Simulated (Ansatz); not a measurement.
Set up this calculation in Ansatz 0.2.0, as the native input.

```yaml
Task: band structure
Functional: PBEsol
Potentials_or_basis: all-electron LAPW, scalar-relativistic
Cutoff: 350 eV (chosen from the basis error)
Basis_error_allowed: 0.001 eV/atom
k_mesh: 8 × 8 × 7
Occupations: fermi-dirac, width 0.05 eV
Spin: no spin polarisation
```

Crystal: TaN.

```
Ta N
1.0
     2.93800    0.00000    0.00000
    -1.46900    2.54438    0.00000
     0.00000    0.00000    2.88300
Ta N
1 1
Cartesian
  0.0000 0.0000 1.4415
  1.4690 0.8481 0.0000
```

These files were run (other wordings do the same):

input.yaml

```yaml
crystal:
  lattice:
    - [2.938, 0.0, 0.0]
    - [-1.469, 2.5443826363, 0.0]
    - [0.0, 0.0, 2.883]
  atoms:
    - { symbol: Ta, position: [0.0, 0.0, 0.5] }
    - { symbol: "N", position: [0.6666666667, 0.3333333333, 0.0] }
kpoints:
  mp_grid: { grid: [8, 8, 7] }
  band_path:
    path:
      - [0.0, 0.0, 0.0]
      - [0.5, 0.0, 0.0]
      - [0.3333333333, 0.3333333333, 0.0]
      - [0.0, 0.0, 0.0]
      - [0.0, 0.0, 0.5]
      - [0.5, 0.0, 0.5]
      - [0.3333333333, 0.3333333333, 0.5]
      - [0.0, 0.0, 0.5]
    npoints: 12
scf:
  occupations: { method: fermi_dirac, width: 0.05 }
hamiltonian:
  xc: pbesol
  pseudopotentials: { kind: all_electron, lapw: { basis_error: 0.001 } }
output:
  forces: true
  stress: true
  eigenvalues: true
```

Potentials or basis: all-electron LAPW, scalar-relativistic.

Launch:

```sh
$ ansatz run input.yaml --threads 1 --pin off --max-ram 3072MiB --backend cpu --events-out ev --progress --plain --runs-dir out
```

Results of the run:

* Pressure: -4.8 GPa
* Band gap along the path: none (metal or under the smearing width)

Caveat: the k mesh is thin for a metal, which can move the energy by tens of meV per atom; spin-orbit coupling is left out, which moves the levels of the heavy elements.

It took 27 s on 1 thread of Arm Neoverse V1 (shared host), peak memory 0.29 GiB.
